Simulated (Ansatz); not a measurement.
SrF$_{2}$:
```xyz
3
Lattice="0.0000 2.9287 2.9287 2.9287 0.0000 2.9287 2.9287 2.9287 0.0000" Properties=species:S:1:pos:R:3 pbc="T T T"
Sr     0.0000     0.0000     0.0000
F      1.4643     1.4643     1.4643
F      4.3930     4.3930     4.3930
```

Relaxed with PBE. Special points in fractions of this cell's reciprocal vectors: Γ (0.000, 0.000, 0.000); X (0.500, 0.000, 0.500); U (0.625, 0.250, 0.625); K (0.375, 0.375, 0.750); L (0.500, 0.500, 0.500); W (0.500, 0.250, 0.750).

### Question
List the band energies nearest the valence-band maximum at these points for DFT-PBE with spin–orbit coupling in the program Ansatz with PAW potentials.

### Answer
In eV from the valence-band maximum; about four levels below and three above (degenerate sets whole), none deeper than 8.9 eV; points with the same levels are listed once.

```tsv
k	below	above
Γ	-0.08 -0.08 -0.08 -0.08	6.78 6.78 9.99 9.99 9.99 9.99
X	-0.25 -0.25 0.00 0.00	8.11 8.11 10.03 10.03
U	-0.23 -0.23 -0.07 -0.07	8.39 8.39 10.26 10.26
L	-0.47 -0.47 -0.40 -0.40	9.98 9.98 10.08 10.08 10.09 10.09
W	-0.20 -0.20 -0.07 -0.07	8.43 8.43 10.61 10.61
```

Space group Fm-3m (fluorite). The PBE relaxation kept the symmetry of its start; phonons on a q-mesh show no instability.

Potentials: the later of the program's two PAW sets.
